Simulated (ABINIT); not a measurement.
ZnS:

```
CELL_PARAMETERS angstrom
0.00000 2.70200 2.70200
2.70200 0.00000 2.70200
2.70200 2.70200 0.00000
ATOMIC_POSITIONS crystal
Zn 0.75000 0.75000 0.75000
S 0.00000 0.00000 0.00000
```

Base run:

| Quantity | Value |
| --- | --- |
| Program | ABINIT 10.8.3 (patched build) |
| Functional | PBE |
| Potentials or basis | JTH PAW PBE v2.0 |
| Cutoff | 544 eV |
| k mesh | 9 × 9 × 9 |
| Occupations | fermi-dirac, width 0.05 eV |
| Spin | no spin polarisation |

Its results: band gap on the k mesh 2.10 eV, direct.

Q: After a change of settings the same cell gave: band gap on the k mesh 2.59 eV, direct. Which change was it?
A. functional from PBE to OLYP
B. functional from PBE to PBEsol; k mesh from 9 × 9 × 9 to 12 × 12 × 12
C. k mesh from 9 × 9 × 9 to 5 × 5 × 5
D. potentials or basis from JTH PAW PBE v2.0 to PseudoDojo NC SR PBE v0.4.1 standard; cutoff from 544 eV to 1034 eV; k mesh from 9 × 9 × 9 to 7 × 7 × 7; valence electrons from 18 to 26

A: A.

Caveats: an odd mesh through Γ misses points on the zone boundary, where band edges often lie.

Not every run made on this cell is shown here.
